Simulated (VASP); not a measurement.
Set up this calculation in VASP 6.6.1, as the native input.

| Quantity | Value |
| --- | --- |
| Task | single point |
| Functional | PBE |
| Potentials or basis | VASP PAW PBE potentials, release 64 (In_d) |
| Cutoff | 900 eV |
| k mesh | 13 × 13 × 7 |
| Occupations | methfessel-paxton, width 0.05 eV |
| Spin | no spin polarisation |
| Further INCAR settings | ADDGRID = False; ALGO = Normal; EDIFF = 1e-08; NBANDS = 20 |

The structure of In lies in POSCAR:

```
In
1.0
    3.3354847820      0.0000000000      0.0000000000
   -1.6677423910      2.8886145552      0.0000000000
    0.0000000000      0.0000000000      5.5091429200
In
2
Direct
    0.6666666667      0.3333333333      0.7500000000
    0.3333333333      0.6666666667      0.2500000000
```

This isn't the form of In at room conditions, which is tetragonal.

The input as run:

INCAR

```
  PREC = Accurate
  ENCUT = 900
  EDIFF = 1E-8
  ISMEAR = 1
  SIGMA = 0.05
  LREAL = False
  LASPH = True
  NELM = 100
  ALGO = Normal
  ISIF = 2
  LWAVE = False
  LCHARG = False
  GGA = PE
  NBANDS = 20
  ADDGRID = False
```

KPOINTS

```
regular mesh
0
Gamma
  13 13 7
```

Potentials or basis: VASP PAW PBE potentials, release 64 (In_d).

Command:

```sh
$ cat potpaw_PBE.64/In_d/POTCAR > POTCAR
$ mpirun -np 1 vasp_std > vasp.out
```

It gave:

```yaml
Pressure: 1.7 GPa
Band_gap_on_the_k_mesh: none (metal or under the smearing width)
```

It took 92 s on 1 thread of Intel(R) Xeon(R) 6975P-C (Granite Rapids) (shared host), peak memory 0.35 GiB.
